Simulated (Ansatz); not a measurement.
# B: pressure up to the limit of the methods

Aim: compress B (fcc type) step by step, far beyond the usual range, and follow pressure and electronic structure. Methods of the runs shown: LAPW, crystal datasets and norm-conserving. Companion runs by PAW are cited. Its runs: the reference run (LAPW); volume scaled by 1 (crystal datasets and norm-conserving); volume scaled by 0.92 (LAPW); volume scaled by 0.84 (LAPW); volume scaled by 0.76 (LAPW and crystal datasets); volume scaled by 0.68 (LAPW); volume scaled by 0.6 (LAPW); volume scaled by 0.52 (LAPW and norm-conserving); volume scaled by 0.45 (LAPW, crystal datasets and norm-conserving).

Computed with Ansatz 0.2.0 (DFT PBE, with the methods named in each step, unless a step's input says otherwise).

### Step 1. Starting point

Symmetry: Fm-3m, No. 225, cubic system. Conventional cell: a = 2.866 Å, b = 2.866 Å, c = 2.866 Å, α = 90.00°, β = 90.00°, γ = 90.00°. B (site symmetry m-3m) is surrounded by 12 B at 2.03 Å.

As a file:

```
B
1.0
     0.00000    1.43307    1.43307
     1.43307    0.00000    1.43307
     1.43307    1.43307    0.00000
B
1
Direct
  0.00000 0.00000 0.00000
```

Whether this phase is the stable one at these pressures isn't tested.

### Step 2. The reference volume, LAPW

input.yaml

```yaml
crystal:
  lattice:
    - [0.0, 1.433065873, 1.433065873]
    - [1.433065873, 0.0, 1.433065873]
    - [1.433065873, 1.433065873, 0.0]
  atoms:
    - { symbol: B, position: [0.0, 0.0, 0.0] }
kpoints:
  mp_grid: { grid: [24, 24, 24] }
  band_path:
    path:
      - [0.0, 0.0, 0.0]
      - [0.5, 0.0, 0.5]
      - [0.625, 0.25, 0.625]
      - [0.375, 0.375, 0.75]
      - [0.0, 0.0, 0.0]
      - [0.5, 0.5, 0.5]
      - [0.5, 0.25, 0.75]
      - [0.5, 0.0, 0.5]
    npoints: 14
scf:
  occupations: { method: fermi_dirac, width: 0.05 }
hamiltonian:
  xc: pbe
  pseudopotentials: { kind: all_electron, lapw: { basis_error: 0.001 } }
output:
  forces: true
  stress: true
  eigenvalues: true
  populations: true
  dos: { projected: true, de: 0.2, e_range: [-14, 8] }
```

Command:

```sh
$ ansatz run input.yaml --threads 1 --pin off --max-ram 2048MiB --backend cpu --events-out ev --progress --plain --runs-dir out
```

### Step 3. Volume scaled by 1, crystal datasets

input.yaml

```yaml
crystal:
  lattice:
    - [0.0, 1.433065873, 1.433065873]
    - [1.433065873, 0.0, 1.433065873]
    - [1.433065873, 1.433065873, 0.0]
  atoms:
    - { symbol: B, position: [0.0, 0.0, 0.0] }
kpoints:
  mp_grid: { grid: [24, 24, 24] }
scf:
  occupations: { method: fermi_dirac, width: 0.05 }
hamiltonian:
  xc: pbe
  pseudopotentials: { kind: all_electron, datasets: crystal }
output:
  forces: true
  stress: true
  eigenvalues: true
```

### Step 4. Volume scaled by 1, norm-conserving

Edit input.yaml of step 3 so:

```diff
@@ -13,3 +13,3 @@
   xc: pbe
-  pseudopotentials: { kind: all_electron, datasets: crystal }
+  pseudopotentials: { kind: nc }
 output:
```

### Step 5. Volume scaled by 0.92, LAPW

input.yaml

```yaml
crystal:
  lattice:
    - [0.0, 1.3937838554, 1.3937838554]
    - [1.3937838554, 0.0, 1.3937838554]
    - [1.3937838554, 1.3937838554, 0.0]
  atoms:
    - { symbol: B, position: [0.0, 0.0, 0.0] }
kpoints:
  mp_grid: { grid: [24, 24, 24] }
scf:
  occupations: { method: fermi_dirac, width: 0.05 }
hamiltonian:
  xc: pbe
  pseudopotentials: { kind: all_electron, lapw: { basis_error: 0.001 } }
output:
  forces: true
  stress: true
  eigenvalues: true
  populations: true
```

### Step 6. Volume scaled by 0.84, LAPW

Edit input.yaml of step 5 so:

```diff
@@ -2,5 +2,5 @@
   lattice:
-    - [0.0, 1.3937838554, 1.3937838554]
-    - [1.3937838554, 0.0, 1.3937838554]
-    - [1.3937838554, 1.3937838554, 0.0]
+    - [0.0, 1.3521532485, 1.3521532485]
+    - [1.3521532485, 0.0, 1.3521532485]
+    - [1.3521532485, 1.3521532485, 0.0]
   atoms:
```

### Step 7. Volume scaled by 0.76, LAPW

Edit input.yaml of step 6 so:

```diff
@@ -2,5 +2,5 @@
   lattice:
-    - [0.0, 1.3521532485, 1.3521532485]
-    - [1.3521532485, 0.0, 1.3521532485]
-    - [1.3521532485, 1.3521532485, 0.0]
+    - [0.0, 1.3077880098, 1.3077880098]
+    - [1.3077880098, 0.0, 1.3077880098]
+    - [1.3077880098, 1.3077880098, 0.0]
   atoms:
```

### Step 8. Volume scaled by 0.76, crystal datasets

Edit input.yaml of step 7 so:

```diff
@@ -13,3 +13,3 @@
   xc: pbe
-  pseudopotentials: { kind: all_electron, lapw: { basis_error: 0.001 } }
+  pseudopotentials: { kind: all_electron, datasets: crystal }
 output:
@@ -18,2 +18 @@
   eigenvalues: true
-  populations: true
```

### Step 9. Volume scaled by 0.68, LAPW

input.yaml

```yaml
crystal:
  lattice:
    - [0.0, 1.2601893106, 1.2601893106]
    - [1.2601893106, 0.0, 1.2601893106]
    - [1.2601893106, 1.2601893106, 0.0]
  atoms:
    - { symbol: B, position: [0.0, 0.0, 0.0] }
kpoints:
  mp_grid: { grid: [24, 24, 24] }
scf:
  occupations: { method: fermi_dirac, width: 0.05 }
hamiltonian:
  xc: pbe
  pseudopotentials: { kind: all_electron, lapw: { basis_error: 0.001 } }
output:
  forces: true
  stress: true
  eigenvalues: true
  populations: true
```

### Step 10. Volume scaled by 0.6, LAPW

input.yaml

```yaml
crystal:
  lattice:
    - [0.0, 1.2086945688, 1.2086945688]
    - [1.2086945688, 0.0, 1.2086945688]
    - [1.2086945688, 1.2086945688, 0.0]
  atoms:
    - { symbol: B, position: [0.0, 0.0, 0.0] }
kpoints:
  mp_grid: { grid: [24, 24, 24] }
  band_path:
    path:
      - [0.0, 0.0, 0.0]
      - [0.5, 0.0, 0.5]
      - [0.625, 0.25, 0.625]
      - [0.375, 0.375, 0.75]
      - [0.0, 0.0, 0.0]
      - [0.5, 0.5, 0.5]
      - [0.5, 0.25, 0.75]
      - [0.5, 0.0, 0.5]
    npoints: 8
scf:
  occupations: { method: fermi_dirac, width: 0.05 }
hamiltonian:
  xc: pbe
  pseudopotentials: { kind: all_electron, lapw: { basis_error: 0.001 } }
output:
  forces: true
  stress: true
  eigenvalues: true
  populations: true
  dos: { projected: true, de: 0.2, e_range: [-14, 8] }
```

### Step 11. Volume scaled by 0.52, LAPW

input.yaml

```yaml
crystal:
  lattice:
    - [0.0, 1.1523929739, 1.1523929739]
    - [1.1523929739, 0.0, 1.1523929739]
    - [1.1523929739, 1.1523929739, 0.0]
  atoms:
    - { symbol: B, position: [0.0, 0.0, 0.0] }
kpoints:
  mp_grid: { grid: [24, 24, 24] }
scf:
  occupations: { method: fermi_dirac, width: 0.05 }
hamiltonian:
  xc: pbe
  pseudopotentials: { kind: all_electron, lapw: { basis_error: 0.001 } }
output:
  forces: true
  stress: true
  eigenvalues: true
  populations: true
```

### Step 12. Volume scaled by 0.52, norm-conserving

Edit input.yaml of step 11 so:

```diff
@@ -13,3 +13,3 @@
   xc: pbe
-  pseudopotentials: { kind: all_electron, lapw: { basis_error: 0.001 } }
+  pseudopotentials: { kind: nc }
 output:
@@ -18,2 +18 @@
   eigenvalues: true
-  populations: true
```

### Step 13. Volume scaled by 0.45, LAPW

input.yaml

```yaml
crystal:
  lattice:
    - [0.0, 1.0981718958, 1.0981718958]
    - [1.0981718958, 0.0, 1.0981718958]
    - [1.0981718958, 1.0981718958, 0.0]
  atoms:
    - { symbol: B, position: [0.0, 0.0, 0.0] }
kpoints:
  mp_grid: { grid: [24, 24, 24] }
  band_path:
    path:
      - [0.0, 0.0, 0.0]
      - [0.5, 0.0, 0.5]
      - [0.625, 0.25, 0.625]
      - [0.375, 0.375, 0.75]
      - [0.0, 0.0, 0.0]
      - [0.5, 0.5, 0.5]
      - [0.5, 0.25, 0.75]
      - [0.5, 0.0, 0.5]
    npoints: 8
scf:
  occupations: { method: fermi_dirac, width: 0.05 }
hamiltonian:
  xc: pbe
  pseudopotentials: { kind: all_electron, lapw: { basis_error: 0.001 } }
output:
  forces: true
  stress: true
  eigenvalues: true
  populations: true
  dos: { projected: true, de: 0.2, e_range: [-14, 8] }
```

### Step 14. Volume scaled by 0.45, crystal datasets

input.yaml

```yaml
crystal:
  lattice:
    - [0.0, 1.0981718958, 1.0981718958]
    - [1.0981718958, 0.0, 1.0981718958]
    - [1.0981718958, 1.0981718958, 0.0]
  atoms:
    - { symbol: B, position: [0.0, 0.0, 0.0] }
kpoints:
  mp_grid: { grid: [24, 24, 24] }
scf:
  occupations: { method: fermi_dirac, width: 0.05 }
hamiltonian:
  xc: pbe
  pseudopotentials: { kind: all_electron, datasets: crystal }
output:
  forces: true
  stress: true
  eigenvalues: true
```

### Step 15. Volume scaled by 0.45, norm-conserving

Edit input.yaml of step 14 so:

```diff
@@ -13,3 +13,3 @@
   xc: pbe
-  pseudopotentials: { kind: all_electron, datasets: crystal }
+  pseudopotentials: { kind: nc }
 output:
```

(Steps that only read results are left out.)

What does the calculation give? Wanted: LAPW pressure at 0.45 of the volume; PAW pressure at 0.45 of the volume; crystal datasets pressure at 0.45 of the volume; norm-conserving pressure at 0.45 of the volume; fitted bulk modulus at zero pressure.

**Answer**, as computed:

| quantity | value |
| --- | --- |
| LAPW pressure at 0.45 of the volume | 881.7 GPa |
| PAW pressure at 0.45 of the volume | 882.0 GPa |
| crystal datasets pressure at 0.45 of the volume | 881.7 GPa |
| norm-conserving pressure at 0.45 of the volume | 878.6 GPa |
| fitted bulk modulus at zero pressure (LAPW) | 274 GPa |
| its pressure derivative | 3.63 |

What this shows: By LAPW the pressure climbs to 882 GPa at 0.45 of the first volume. One third-order Birch-Murnaghan curve follows these points (B₀ = 274 GPa, B′ = 3.63, misfit at most 0.63 GPa). A fit over so wide a range leans to the high pressures, so B₀ can be off by several per cent. Where LAPW's pressure is over 3 GPa, PAW's departs from it by at most 0.2 %, at 0.76 of the volume. The ions are at rest, and the electrons smeared by 0.05 eV.
